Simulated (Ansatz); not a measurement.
Crystal: MnS.

```
CELL_PARAMETERS angstrom
0.00000 2.47346 2.47346
2.47346 0.00000 2.47346
2.47346 2.47346 0.00000
ATOMIC_POSITIONS crystal
Mn 0.00000 0.00000 0.00000
S 0.75000 0.75000 0.75000
```

The cell is a database's computed one.

* Program: Ansatz 0.2.0
* Task: relaxation of cell and atoms
* Functional: RPBE
* Dispersion: D4
* Potentials or basis: all-electron LAPW, scalar-relativistic
* Basis error allowed: 0.001 eV/atom
* k mesh: 9 × 9 × 9
* Occupations: fermi-dirac, width 0.05 eV
* Spin: collinear spin, ferromagnetic start
* Starting moments: [4.0, 0.0] μB

At the start: volume 15.13 Å³/atom.

**Question.** How do energy, volume and symmetry change on relaxing?

**Answer.** Over 5 steps the energy falls by 8.6 meV/atom and the volume is 14.60 Å³/atom (-3.5 %); space group F-43m (No. 216, to 0.05 Å); moment 0.19 μB per cell.

The path:
| step | energy change (eV) | largest force (eV/Å) | volume (Å³) |
| --- | --- | --- | --- |
| 1 | 0.0000 | 0.0000 | 30.27 |
| 2 | -0.0147 | 0.0000 | 29.60 |
| 3 | -0.0171 | 0.0000 | 29.18 |
| 4 | -0.0171 | 0.0000 | 29.21 |
| 5 | -0.0171 | 0.0000 | 29.21 |

Final structure:
```
Mn S
1.0
     0.00000    2.44426    2.44426
     2.44426    0.00000    2.44426
     2.44426    2.44426    0.00000
Mn S
1 1
Direct
  0.00000 0.00000 0.00000
  0.75000 0.75000 0.75000
```

Caveat: the moment fell far below its start of 4 μB, so a state of higher moment may lie lower in energy; the starting moments weren't kept.
